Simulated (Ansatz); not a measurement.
A generator proposed this cell of C.

```cif
data_structure
_symmetry_space_group_name_H-M 'P 1'
_symmetry_Int_Tables_number 1
_cell_length_a 2.5221
_cell_length_b 4.3305
_cell_length_c 4.4052
_cell_angle_alpha 90.000
_cell_angle_beta 90.000
_cell_angle_gamma 90.000
_cell_volume 48.11
loop_
_atom_site_label
_atom_site_type_symbol
_atom_site_fract_x
_atom_site_fract_y
_atom_site_fract_z
_atom_site_occupancy
C1 C 0.18126 0.87055 0.10758 1
C2 C 0.81874 0.12945 0.10758 1
C3 C 0.18126 0.62945 0.60758 1
C4 C 0.81874 0.37055 0.60758 1
C5 C 0.75174 0.41075 0.93316 1
C6 C 0.24826 0.58925 0.93316 1
C7 C 0.75174 0.08925 0.43316 1
C8 C 0.24826 0.91075 0.43316 1
```

Theory: DFT PBE, scalar-relativistic, plane waves, PAW (Ansatz). Plane waves to 420 eV, a k mesh through Γ of 6×4×4 on the computed 8-atom cell and Gaussian smearing (0.10 eV); no spin polarisation.

Energies count from the standard state of C at the same level.

Question: Estimate its pressure, forces and energy as it stands.

Answer: The pressure is 55.2 GPa (the mean over three directions, positive in compression), the largest force is 4.79 eV/Å, and the energy is +1.12 eV/atom against the standard state. The shortest distance is 1.45 Å.

Question: How much does it gain on relaxing, and where does it end?

Answer: Relaxing gains about 0.62 eV/atom in 14 ionic steps and ends at +0.498 eV/atom on the finer mesh. The symmetry goes from Pnc2 (No. 30) to Imma (No. 74), and the primitive cell from 8 to 4 atoms. The volume per atom grows by 9.9 %, from 6.0 to 6.6 Å³. The shortest distance goes from 1.45 Å (C–C) to 1.50 Å (C–C). Conventional cell: a = 2.547 Å, b = 4.940 Å, c = 4.204 Å. C is surrounded by 4 C at 1.50–1.61 Å.

The last run used a 10×10×10 mesh for its 4-atom cell and Gaussian smearing of 0.02 eV. The reference form of C is held partly by dispersion forces, which this level lacks. The relaxation can't lower the symmetry of the start. Symmetry constrained the relaxation, so the result can be a saddle point. Another cell of C relaxed alike, in I4/mmm, lies 165 meV/atom lower, so this cell isn't the stable form at this level.
